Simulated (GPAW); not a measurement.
# ZnO (zincite) (P6_3mc) in GPAW: convergence with density grid spacing (A)

Aim: find how far density grid spacing (A) must go before the results for ZnO (zincite) settle, at PBE. This setting moves, with any that are tied to it; all else stays.

Program: GPAW 26.7.0. These are calculated values, not measurements. Logs are shortened: lines on timing, memory, paths and dates and some standing lists are left out, and cuts for length are marked. The log counts tension as positive stress, the text compression.

## Step 1: The structure

The structure is hexagonal, space group P6_3mc (No. 186). The conventional cell has a = 3.249 Å, b = 3.249 Å, c = 5.206 Å, α = 90.00°, β = 90.00°, γ = 120.00°. Zn (site symmetry 3m) has 4 O at 1.97 to 1.98 Å as nearest neighbours. O (site symmetry 3m) is surrounded by 4 Zn at 1.97 to 1.98 Å.

## Step 2: With density grid spacing (A) 0.24

Contents of run.py:

```python
from ase.dft.bandgap import bandgap
from ase.io import read, write
from ase.units import GPa
from gpaw import GPAW, PW

atoms = read('ZnO.xyz')

calc = GPAW(mode=PW(800),
            h=0.24,
            xc='PBE',
            kpts={'size': (6, 6, 3), 'gamma': True},
            occupations={'name': 'fermi-dirac', 'width': 0.05},
            nbands=31,
            convergence={'density': 1e-05, 'energy': 1e-05},
            maxiter=100,
            txt='gpaw.txt')
atoms.calc = calc
energy = atoms.get_potential_energy()
forces = atoms.get_forces()
stress = atoms.get_stress()
calc.write('gs.gpw')
write('result.traj', atoms)
print(f'Energy: {energy:.6f} eV')
print('Forces (eV/A):')
print(forces.round(4))
print('Stress (GPa):', (stress / GPa).round(3))
print('Fermi level:', round(calc.get_fermi_level(), 4), 'eV')
print(f'Gap: {bandgap(calc)[0]:.4f} eV, direct: {bandgap(calc, direct=True)[0]:.4f} eV')
```

Contents of ZnO.xyz:

```xyz
4
Lattice="3.2493080000 0.0000000000 0.0000000000 -1.6246540000 2.8139832727 0.0000000000 0.0000000000 0.0000000000 5.2057090000" Properties=species:S:1:pos:R:3 pbc="T T T"
Zn     1.6246540002      0.9379944241      0.0000000000
Zn    -0.0000000002      1.8759888486      2.6028545000
O     -0.0000000002      1.8759888486      4.5758702681
O      1.6246540002      0.9379944241      1.9730157681
```

Potentials or basis: GPAW PAW data sets (gpaw-data 1.2.1), pw.

Started as:

```console
$ OMP_NUM_THREADS=1 python run.py
```

It took 1.2 s on 1 thread of Arm Neoverse V1, shared host; peak memory 0.15 GiB.

The program refused the input.

## Step 3: With density grid spacing (A) 0.2

run.py: that of step 2 with these lines changed.

```diff
@@ -8,3 +8,3 @@
 calc = GPAW(mode=PW(800),
-            h=0.24,
+            h=0.2,
             xc='PBE',
```

ZnO.xyz is that of step 2.

Potentials or basis: GPAW PAW data sets (gpaw-data 1.2.1), pw.

Started as:

```console
$ OMP_NUM_THREADS=1 python run.py
```

Wall time 24 s (1 thread of Arm Neoverse V1, shared host); peak memory 0.19 GiB.

Results:

| Property | Result |
| --- | --- |
| Free energy | -18.5068 eV |
| Pressure | 5.3 GPa |
| Largest force | 0.175 eV/Å |
| Band gap on the k mesh | 0.79 eV, direct |

## Step 4: With density grid spacing (A) 0.17

run.py: that of step 3 with these lines changed.

```diff
@@ -8,3 +8,3 @@
 calc = GPAW(mode=PW(800),
-            h=0.2,
+            h=0.17,
             xc='PBE',
```

ZnO.xyz is that of step 3.

Started as:

```console
$ OMP_NUM_THREADS=1 python run.py
```

Wall time 22 s (1 thread of Arm Neoverse V1, shared host); peak memory 0.2 GiB.

Results:

- Free energy: -18.4862 eV
- Pressure: 5.1 GPa
- Largest force: 0.074 eV/Å
- Band gap on the k mesh: 0.79 eV, direct

## Step 5: With density grid spacing (A) 0.15

run.py: that of step 4 with these lines changed.

```diff
@@ -8,3 +8,3 @@
 calc = GPAW(mode=PW(800),
-            h=0.17,
+            h=0.15,
             xc='PBE',
```

ZnO.xyz is that of step 4.

Started as:

```console
$ OMP_NUM_THREADS=1 python run.py
```

Run time: 35 s. Hardware: 1 thread of Arm Neoverse V1, shared host; peak memory 0.21 GiB.

The run converged. Its results:

| Item | Value |
| --- | --- |
| Free energy | -18.4848 eV |
| Pressure | 5.1 GPa |
| Largest force | 0.073 eV/Å |
| Band gap on the k mesh | 0.79 eV, direct |

## Step 6: With density grid spacing (A) 0.13

run.py: that of step 5 with these lines changed.

```diff
@@ -8,3 +8,3 @@
 calc = GPAW(mode=PW(800),
-            h=0.15,
+            h=0.13,
             xc='PBE',
```

ZnO.xyz is that of step 5.

Potentials or basis: GPAW PAW data sets (gpaw-data 1.2.1), pw.

Started as:

```console
$ OMP_NUM_THREADS=1 python run.py
```

Wall time 37 s (1 thread of Arm Neoverse V1, shared host); peak memory 0.23 GiB.

The run converged. Its results:

| Item | Value |
| --- | --- |
| Free energy | -18.4848 eV |
| Pressure | 5.1 GPa |
| Largest force | 0.073 eV/Å |
| Band gap on the k mesh | 0.79 eV, direct |

## Step 7: With density grid spacing (A) 0.11

run.py: that of step 6 with these lines changed.

```diff
@@ -8,3 +8,3 @@
 calc = GPAW(mode=PW(800),
-            h=0.13,
+            h=0.11,
             xc='PBE',
```

ZnO.xyz is that of step 6.

Started as:

```console
$ OMP_NUM_THREADS=1 python run.py
```

Run time: 57 s. Hardware: 1 thread of Arm Neoverse V1, shared host; peak memory 0.28 GiB.

It converged, with:

* Free energy: -18.4847 eV
* Pressure: 5.1 GPa
* Largest force: 0.073 eV/Å
* Band gap on the k mesh: 0.79 eV, direct

## Step 8: With density grid spacing (A) 0.09

run.py: that of step 7 with these lines changed.

```diff
@@ -8,3 +8,3 @@
 calc = GPAW(mode=PW(800),
-            h=0.11,
+            h=0.09,
             xc='PBE',
```

ZnO.xyz is that of step 7.

Potentials or basis: GPAW PAW data sets (gpaw-data 1.2.1), pw.

Started as:

```console
$ OMP_NUM_THREADS=1 python run.py
```

gpaw.txt:

```text
__  _  _
 | _ |_)|_||  |
 |__||  | ||/\| - 26.7.0

Input parameters:
  mode=PW(ecut=800.0),
  convergence={'density': 1e-05, 'energy': 1e-05},
  h=0.09,
  kpts=MonkhorstPack(size=(6, 6, 3), gamma=True),
  maxiter=100,
  nbands=31,
  occupations=Occupations(name='fermi-dirac', width=0.05),
  xc=XC(name='PBE')

Diagonalizing LCAO Hamiltonian
Converting LCAO to pw mode

        O

        Zn

           O

           Zn

Atoms  # Å, Bohr magnetons
|   | symbol |         x |        y |        z |    initial magnetic moments |
|---|--------|-----------|----------|----------|-----------------------------|
| 0 |     Zn |  1.624654 | 0.937994 | 0.000000 | ( 0.0000,  0.0000,  0.0000) |
| 1 |     Zn | -0.000000 | 1.875989 | 2.602854 | ( 0.0000,  0.0000,  0.0000) |
| 2 |      O | -0.000000 | 1.875989 | 4.575870 | ( 0.0000,  0.0000,  0.0000) |
| 3 |      O |  1.624654 | 0.937994 | 1.973016 | ( 0.0000,  0.0000,  0.0000) |

Unit cell  # Å
| periodic |         x |        y |        z |  lengths |     angles |
|----------|-----------|----------|----------|----------|------------|
|      yes |  3.249308 | 0.000000 | 0.000000 | 3.249308 |  90.000000 |
|      yes | -1.624654 | 2.813983 | 0.000000 | 3.249308 |  90.000000 |
|      yes |  0.000000 | 0.000000 | 5.205709 | 5.205709 | 120.000000 |

Number of symmetries: 6
Symmetry operations  # r_c * U_cc + t_c -> r_c
|   | kind |            matrix            |
|---|------|------------------------------|
| 0 |  σ   |  1, 1, 0,  0,-1, 0,  0, 0, 1 |
| 1 |  E   |  1, 0, 0,  0, 1, 0,  0, 0, 1 |
| 2 |  C3  |  0, 1, 0, -1,-1, 0,  0, 0, 1 |
| 3 |  σ   |  0,-1, 0, -1, 0, 0,  0, 0, 1 |
| 4 |  σ   | -1, 0, 0,  1, 1, 0,  0, 0, 1 |
| 5 |  C3  | -1,-1, 0,  1, 0, 0,  0, 0, 1 |

BZ-sampling:
  Number of BZ points: 108
  Number of IBZ points: 17

  Monkhorst-Pack size: [6, 6, 3]
  Monkhorst-Pack shift: [0.08333333333333333, 0.08333333333333333, 0.0]

K-points  # in reciprocal-cell coordinates
|     |                                coordinates |     weight |
|-----|--------------------------------------------|------------|
|   0 | (  0.00000000,   0.00000000,   0.00000000) | 0.00925926 |
|   1 | (  0.00000000,   0.00000000,   0.33333333) | 0.01851852 |
|   2 | (  0.16666667,   0.00000000,  -0.33333333) | 0.05555556 |
|   3 | (  0.16666667,   0.00000000,   0.00000000) | 0.05555556 |
|   4 | (  0.16666667,   0.00000000,   0.33333333) | 0.05555556 |
|   5 | (  0.33333333,  -0.16666667,   0.00000000) | 0.05555556 |
|   6 | (  0.33333333,  -0.16666667,   0.33333333) | 0.11111111 |
|   7 | (  0.33333333,   0.00000000,  -0.33333333) | 0.05555556 |
|   8 | (  0.33333333,   0.00000000,   0.00000000) | 0.05555556 |
|   9 | (  0.33333333,   0.00000000,   0.33333333) | 0.05555556 |
| ... |                                            |            |
|  16 | (  0.50000000,   0.50000000,   0.33333333) | 0.05555556 |

Plane wave coefficients: 2461
Cutoff: 800.0 eV

Spin-components: 1 (collinear spins)
Bands:           31
Projectors:      22
Spin-degeneracy: 2
Datatype:        complex128

Parallelization:
  kpt:    1
  domain: 1
  band:   1

Density:
  Valence electrons: 36.0
  Components: 1
  Grid points: [40 40 60]
  Charge: 0.0  # |e|

Potential:
  Grid points: [40 40 60]

species:
  Zn:
    name:    Zinc
    Z:       30.0
    valence: 12
    core:    18
    charge:  0.0  # [|e|]
    compensation charges:
      type: gauss
      rc: 0.37  # [Å]
      lmax: 2
    cutoffs:
      filter: 2.14  # [Å]
      core: 2.28  # [Å]
    projectors
    | kind |    occ | energy [eV] | rcut [Å] |
    |------|--------|-------------|----------|
    |   4s |  2.000 |      -5.977 |    1.286 |
    |   4p |  0.000 |      -1.117 |    1.270 |
    |   3d | 10.000 |     -10.142 |    1.180 |
    |    s |        |      21.234 |    1.286 |
    |    p |        |      26.095 |    1.270 |
    |    d |        |      17.070 |    1.180 |

    Using partial waves for Zn as LCAO basis

  O:
    name:    Oxygen
    Z:       8.0
    valence: 6
    core:    2
    charge:  0.0  # [|e|]
    compensation charges:
      type: gauss
      rc: 0.21  # [Å]
      lmax: 2
    cutoffs:
      filter: 1.17  # [Å]
      core: 0.83  # [Å]
    projectors
    | kind |    occ | energy [eV] | rcut [Å] |
    |------|--------|-------------|----------|
    |   2s |  2.000 |     -23.961 |    0.688 |
    |   2p |  4.000 |      -9.029 |    0.598 |
    |    s |        |       3.251 |    0.688 |
    |    p |        |      18.182 |    0.598 |
    |    d |        |       0.000 |    0.619 |

    Using partial waves for O as LCAO basis

Reference energy: -101804.357908  # eV

eigensolver:
  PPCG
  Converge bands: occupied
  niter=2

density mixing:
  MSR1-Mixer
  Pratt-step length: 0.05
  Maximum mixing coefficient: 0.75
  Old densities: 10
  SVD Regularization: 0.005
  Good broyden scale: 1.0
  Trust region scale: 1.0
  Backstep threshold: 4.0
  History deletion threshold: 6.0
  Fourier metric: weight=20.0, sigma=0.015

occupation numbers:
  Fermi-Dirac:
    width: 0.0500  # eV

poisson solver:
  ecut: 6400.0  # eV

xc functional:
  name: PBE with 2 nearest neighbor stencil

convergence criteria:
- Maximum integral of absolute [dens]ity change: 1e-05 electrons / valence electron
- Maximum [total energy] change in last 3 cyles: 1e-05 eV / valence electron
- Maximum integral of absolute [eigenst]ate change: 4e-08 eV^2 / valence electron
maximum number of iterations: 100

SCF iterations
|iter     | |      energy | eigst |  dens |
|---------|-|-------------|-------|-------|
|iter:   1| |  -21.606283 | +0.52 |       |
|iter:   2| |  -20.699981 | -1.47 | -0.98 |
|iter:   3| |  -18.480637 | -0.45 | -1.04 |
|iter:   4| |  -18.478453 | -2.99 | -1.62 |
|iter:   5| |  -18.484404 | -2.64 | -1.87 |
|iter:   6| |  -18.484517 | -4.42 | -2.91 |
|iter:   7| |  -18.484650c| -5.12 | -3.27 |
|iter:   8| |  -18.484676c| -5.56 | -3.64 |
|iter:   9| |  -18.484675c| -6.85 | -4.23 |
|iter:  10| |  -18.484675c| -7.99c| -4.78 |
|iter:  11| |  -18.484676c| -7.84c| -5.04c|

Converged in 11 steps
Energy contributions relative to reference atoms: (reference = -101804.357908)

Energy contributions:
  Kinetic:          43.527309
  Coulomb:         -38.235844
  Zero:              0.407501
  External:          0.000000
  Xc:              -24.183637
  Entropy:          -0.000010
  Spinorbit:         0.000000
  ----------------------------
  Free energy:     -18.484680
  Extrapolated:    -18.484676

dipole moment: (0.000000, 0.000001, -8.304366)  # |e|*Ang

Fermi level: 4.339
Eigenvalues  # (at kpt = [0.000, 0.000, 0.000])
| band index |      eig [eV] | occ [0-2] |
|------------|---------------|-----------|
|          0 |       -14.130 |     2.000 |
|        ... |               |           |
|         10 |        -0.365 |     2.000 |
|         11 |        -0.365 |     2.000 |
|         12 |        -0.098 |     2.000 |
|         13 |         3.109 |     2.000 |
|         14 |         3.109 |     2.000 |
|         15 |         3.846 |     2.000 |
[... 8 lines left out ...]
|         24 |        18.038 |     0.000 |
|         25 |        18.038 |     0.000 |
|        ... |               |           |
|         30 |        23.813 |     0.000 |

Gap: 0.795 eV
Transition (v -> c):
  (s=0, k=0, n=17, [0.00, 0.00, 0.00]) -> (s=0, k=0, n=18, [0.00, 0.00, 0.00])
No difference between direct/indirect transitions

Forces  # eV/Ang
|        x |        y |        z |
|----------|----------|----------|
| -0.00000 |  0.00000 | -0.07316 |  # Zn   0
|  0.00000 |  0.00000 | -0.07318 |  # Zn   1
| -0.00000 | -0.00000 |  0.07322 |  # O    2
|  0.00000 |  0.00000 |  0.07319 |  # O    3

Stress tensor  # eV/Ang^3
|         x |         y |         z |
|-----------|-----------|-----------|
| -0.028075 |  0.000000 |  0.000000 |
|  0.000000 | -0.028075 |  0.000000 |
|  0.000000 |  0.000000 | -0.038612 |

# Writing to gs.gpw (mode='')
```

Wall time 1.8 min (1 thread of Arm Neoverse V1, shared host); peak memory 0.42 GiB.

Results:

* Free energy: -18.4847 eV
* Pressure: 5.1 GPa
* Largest force: 0.073 eV/Å
* Band gap on the k mesh: 0.79 eV, direct

## Step 9: Summary

| density grid spacing (A) | energy less the tightest run, at zero smearing (meV/atom) | pressure (GPa) | largest force (eV/Å) | SCF cycles | CPU time (s) | peak memory (GiB) |
| --- | --- | --- | --- | --- | --- | --- |
| 0.24 | refused | - | - | - | - | - |
| 0.2 | -5.54 | 5.28 | 0.175 | 11 | 24 | 0.19 |
| 0.17 | -0.37 | 5.09 | 0.074 | 11 | 22 | 0.2 |
| 0.15 | -0.03 | 5.06 | 0.073 | 11 | 35 | 0.21 |
| 0.13 | -0.02 | 5.06 | 0.073 | 11 | 37 | 0.23 |
| 0.11 | -0.01 | 5.06 | 0.073 | 11 | 57 | 0.28 |
| 0.09 | 0.00 | 5.06 | 0.073 | 11 | 110 | 0.42 |

Against the tightest run, the energy stays within 1 meV/atom from 0.17 on; the pressure stays within 0.1 GPa from 0.17 on; the largest force stays within 0.005 eV/Å from 0.17 on. The tightest run that finished is the yardstick and may itself not be fully converged.
